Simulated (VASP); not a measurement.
# TiPt5 (F-43m) in VASP: phonons with PBE+D3

Aim: the phonons of TiPt5 with PBE+D3.

Program: VASP 6.6.1. These are calculated values, not measurements. Logs are shortened: lines on timing, memory, paths and dates and some standing lists are left out, and cuts for length are marked.

### Step 1. Starting point

The structure is cubic, space group F-43m (No. 216). The conventional cell has a = 7.358 Å, b = 7.358 Å, c = 7.358 Å, α = 90.00°, β = 90.00°, γ = 90.00°. Around Ti (site symmetry -43m) lie 16 Pt at 3.05 to 3.19 Å. Pt (site symmetry -43m) is surrounded by 12 Pt at 3.05 Å and 4 Ti at 3.19 Å. Pt (site symmetry 3m) is surrounded by 6 Pt at 2.60 to 2.61 Å.

The cell was built by a generator and needn't be a form met in nature.

### Step 2. Phonons, PBE+D3

POSCAR

```
TiPt5
1.0
    0.0000000000      3.6789600000      3.6789600000
    3.6789600000      0.0000000000      3.6789600000
    3.6789600000      3.6789600000      0.0000000000
Ti Pt
1 5
Direct
    0.0000000000      0.0000000000      0.0000000000
    0.2500000000      0.2500000000      0.2500000000
    0.6248100000      0.6248100000      0.6248100000
    0.1255600000      0.6248100000      0.6248100000
    0.6248100000      0.6248100000      0.1255600000
    0.6248100000      0.1255600000      0.6248100000
```

INCAR.step1

```
  PREC = Accurate
  ENCUT = 600
  EDIFF = 1E-8
  ISMEAR = 1
  SIGMA = 0.2
  LREAL = F
  LASPH = T
  NELM = 100
  ALGO = Normal
  ISIF = 3
  LWAVE = F
  LCHARG = F
  GGA = PE
  IVDW = 11
  IBRION = 2
  NSW = 40
  EDIFFG = -0.002
```

INCAR.step2

```
  PREC = Accurate
  ENCUT = 600
  EDIFF = 1E-8
  ISMEAR = 1
  SIGMA = 0.2
  LREAL = F
  LASPH = T
  NELM = 100
  ALGO = Normal
  ISIF = 2
  LWAVE = F
  LCHARG = F
  GGA = PE
  IVDW = 11
  IBRION = 6
  NFREE = 2
  POTIM = 0.015
  NSW = 1
```

KPOINTS

```
regular mesh
0
Gamma
  5 5 5
```

Potentials or basis: VASP PAW PBE potentials, release 64 (Ti_pv, Pt).

The run is started by

```sh
$ cat potpaw_PBE.64/Ti_pv/POTCAR potpaw_PBE.64/Pt/POTCAR > POTCAR
$ cp INCAR.step1 INCAR
$ mpirun -np 1 vasp_std > vasp.out
$ cp CONTCAR POSCAR
$ cp INCAR.step2 INCAR
$ mpirun -np 1 vasp_std > vasp.out
```

OUTCAR:

```text
PREC = Accurate
   ENCUT = 600
   EDIFF = 1E-8
   ISMEAR = 1
   LREAL = F
   LASPH = T
   NELM = 100
   ISIF = 2
   GGA = PE
   IVDW = 11
   IBRION = 6
   NFREE = 2
   POTIM = 0.015
   NSW = 1
 IVDW          = 11

 ion  position               nearest neighbor table
   1  1.000  1.000  1.000-   6 3.01   4 3.01   5 3.01   5 3.01   4 3.01   6 3.01   3 3.01   3 3.01
                             3 3.01   4 3.02   5 3.02   6 3.02   2 3.15   2 3.15   2 3.15   2 3.15
   2  0.250  0.250  0.250-   4 3.01   5 3.01   6 3.01   3 3.01   3 3.01   3 3.01   4 3.01   4 3.01
                             5 3.01   6 3.01   5 3.01   6 3.01   1 3.15   1 3.15   1 3.15   1 3.15
   3  0.625  0.625  0.625-   4 2.57   6 2.57   5 2.57   5 2.58   4 2.58   6 2.58   2 3.01   2 3.01
                             2 3.01   1 3.01   1 3.01   1 3.01
   4  0.126  0.625  0.625-   3 2.57   5 2.57   6 2.57   6 2.58   5 2.58   3 2.58   2 3.01   2 3.01
                             2 3.01   1 3.01   1 3.01   1 3.02
   5  0.625  0.625  0.126-   3 2.57   4 2.57   6 2.57   6 2.58   4 2.58   3 2.58   2 3.01   2 3.01
                             2 3.01   1 3.01   1 3.01   1 3.02
   6  0.625  0.126  0.625-   3 2.57   4 2.57   5 2.57   4 2.58   5 2.58   3 2.58   2 3.01   2 3.01
                             2 3.01   1 3.01   1 3.01   1 3.02

  LATTYP: Found a face centered cubic cell.
 ALAT       =     7.2712608670

  Lattice vectors:

 A1 = (  -0.0000002156,   3.6356304335,   3.6356304335)
 A2 = (   3.6356304335,  -0.0000002156,   3.6356304335)
 A3 = (   3.6356304335,   3.6356304335,  -0.0000002156)

Analysis of symmetry for initial positions (statically):
=====================================================================
 Subroutine PRICEL returns:
 Original cell was already a primitive cell.

 Routine SETGRP: Setting up the symmetry group for a
 face centered cubic supercell.

 Subroutine GETGRP returns: Found 24 space group operations
 (whereof 24 operations were pure point group operations)
 out of a pool of 48 trial point group operations.

The static configuration has the point symmetry T_d .

Analysis of symmetry for dynamics (positions and initial velocities):
=====================================================================
 Subroutine PRICEL returns:
 Original cell was already a primitive cell.

 Routine SETGRP: Setting up the symmetry group for a
 face centered cubic supercell.

 Subroutine GETGRP returns: Found 24 space group operations
 (whereof 24 operations were pure point group operations)
 out of a pool of 48 trial point group operations.

[... 143 lines left out ...]

  energy without entropy =      -39.77690273  energy(sigma->0) =      -39.77060495

------------------------ aborting loop because EDIFF is reached ----------------------------------------

 Edisp (eV)   -4.22585

 E8    (eV) :    -2.4759
[... 255 lines left out ...]
--------------------------------------- Ionic step        7  -------------------------------------------

 number of electron      59.9999994 magnetization

 Free energy of the ion-electron system (eV)
  ---------------------------------------------------
  ext. energy  EPLUGINS =         0.00000000
  ---------------------------------------------------
  free energy    TOTEN  =       -39.76551301 eV

  energy without entropy =      -39.77491171  energy(sigma->0) =      -39.76864591

 E-fermi :   9.7681     XC(G=0): -12.8431

 val. band max:        9.6994477193   @ k =   0.2000   0.2000   0.6000
 cond. band min:       9.8600972290   @ k =   0.2000   0.2000   0.4000
 fundamental gap:      0.1606495097
 Fermi energy:         9.7680973603

 k-point     1 :       0.0000    0.0000    0.0000
  band No.  band energies     occupation
      1     -24.3176      2.00000
      2     -24.3173      2.00000
      3     -24.3167      2.00000
      4      -0.3439      2.00000
      5       2.0156      2.00000
      6       2.8755      2.00000
[... 925 lines left out ...]
     35      11.0652     -0.00000
     36      11.5721     -0.00000

 [... further k-points ...]

------------------------ aborting loop because EDIFF is reached ----------------------------------------

 Edisp (eV)   -4.22596

 E8    (eV) :    -2.4760
[... 29 lines left out ...]
  FREE ENERGIE OF THE ION-ELECTRON SYSTEM (eV)
  ---------------------------------------------------
  free  energy   TOTEN  =       -43.9914777037 eV

  energy  without entropy=      -44.0008764035  energy(sigma->0) =      -43.99461060

 INTERNAL STRAIN TENSORS FROM DISPLACED ATOMS
 ============================================

 INTERNAL STRAIN TENSOR FOR ION    1 for displacements in x,y,z  (eV/Angst):
          X           Y           Z          XY          YZ          ZX
  --------------------------------------------------------------------------------
  x    -0.00000     0.00000     0.00000     0.00000    -1.69884     0.00000
  y     0.00000    -0.00000     0.00000     0.00000     0.00000    -1.69884
  z     0.00000     0.00000    -0.00000    -1.69884     0.00000     0.00000

 INTERNAL STRAIN TENSOR FOR ION    6 for displacements in x,y,z  (eV/Angst):
          X           Y           Z          XY          YZ          ZX
  --------------------------------------------------------------------------------
  x     1.29691    -0.39873    -0.39873     0.41767    -0.03184    -0.41767
  y     0.39873    -1.29691     0.39873    -0.41767    -0.41767    -0.03184
  z    -0.39873    -0.39873     1.29691    -0.03184     0.41767    -0.41767

 Eigenvectors and eigenvalues of the dynamical matrix
 ----------------------------------------------------

   1 f  =    9.401404 THz    59.070762 2PiTHz  313.597074 cm-1    38.881064 meV
             X         Y         Z           dx          dy          dz
      7.271260  7.271260  7.271260     0.000000    0.000000    0.000000
      1.817814  1.817814  1.817814    -0.000000   -0.000000   -0.000000
      4.542944  4.542944  4.542944     0.288675    0.288675    0.288675
      4.542944  2.728281  2.728281     0.288675   -0.288675   -0.288675
      2.728281  2.728281  4.542944    -0.288675   -0.288675    0.288675
      2.728281  4.542944  2.728281    -0.288675    0.288675   -0.288675
[... 145 lines left out ...]
  18 f/i=    2.581189 THz    16.218086 2PiTHz   86.099183 cm-1    10.674933 meV
             X         Y         Z           dx          dy          dz
      7.271260  7.271260  7.271260     0.000000    0.000000    0.000000
      1.817814  1.817814  1.817814    -0.000000    0.000000   -0.000000
      4.542944  4.542944  4.542944    -0.000000   -0.000000    0.000000
      4.542944  2.728281  2.728281     0.000000    0.408248   -0.408248
      2.728281  2.728281  4.542944     0.408248   -0.408248   -0.000000
      2.728281  4.542944  2.728281    -0.408248    0.000000    0.408248

 ELASTIC MODULI CONTR FROM IONIC RELAXATION (kBar)
 Direction    XX          YY          ZZ          XY          YZ          ZX
 --------------------------------------------------------------------------------
 XX          -8.0585      3.9114      3.9114      0.0000     -0.0000      0.0000
 YY           3.9114     -8.0585      3.9114      0.0000      0.0000     -0.0000
 ZZ           3.9114      3.9114     -8.0585     -0.0000      0.0000      0.0000
 XY           0.0000      0.0000     -0.0000     -5.7184      0.0000      0.0000
 YZ          -0.0000      0.0000      0.0000      0.0000     -5.7184      0.0000
 ZX           0.0000     -0.0000      0.0000      0.0000      0.0000     -5.7184
 --------------------------------------------------------------------------------
```

Run time: 32 min. Hardware: 1 thread of AMD EPYC 7R13 (Zen 3), shared host; peak memory 0.4 GiB.

What came out:

| Item | Value |
| --- | --- |
| Relaxed volume | 16.02 Å³/atom |
| Relaxed cell | a = 5.142 Å, b = 5.142 Å, c = 5.142 Å, α = 60.00°, β = 60.00°, γ = 60.00° |
| Space group after relaxing (to 0.05 Å) | F-43m (No. 216) |
| Highest phonon frequency at Γ, LO-TO splitting left out | 314 cm⁻¹ |
| Most unstable mode | 86i cm⁻¹ |
| Dispersion energy per atom | -0.704 eV |

The path:
```csv
step,energy change (eV),largest force (eV/Å),pressure (GPa),volume (Å³)
1,0.0000,0.0314,-7.33,99.59
2,0.3502,0.1352,21.24,89.03
3,-0.0828,0.0038,-0.20,96.19
4,-0.0829,0.0047,-0.02,96.12
5,-0.0829,0.0056,0.14,96.05
6,-0.0828,0.0114,-0.25,96.22
7,-0.0829,0.0005,0.02,96.10
8,-0.0829,0.0004,0.00,96.11
```

Final structure:
```
Ti Pt
1.0
     0.00000    3.63563    3.63563
     3.63563    0.00000    3.63563
     3.63563    3.63563    0.00000
Ti Pt
1 5
Direct
  0.00000 0.00000 0.00000
  0.25000 0.25000 0.25000
  0.62478 0.62478 0.62478
  0.12565 0.62478 0.62478
  0.62478 0.62478 0.12565
  0.62478 0.12565 0.62478
```

Phonon frequencies in cm⁻¹ (negative: imaginary):
| q point | frequencies |
| --- | --- |
| (0.000, 0.000, 0.000) | -86 -86 -86 -28 -28 -28 0 0 0 75 75 75 149 149 221 221 221 314 |

Caveat: some modes are imaginary.

### Step 3. For comparison

An earlier run on the cell as given: functional PBE; potentials or basis VASP PAW PBE potentials, release 64 (Ti_sv, Pt); cutoff 520 eV; k mesh 6 × 6 × 6; occupations fermi-dirac, width 0.05 eV; no spin polarisation.

- Pressure: -0.4 GPa
- Largest force: 0.017 eV/Å
- Band gap on the k mesh: none (metal or under the smearing width)
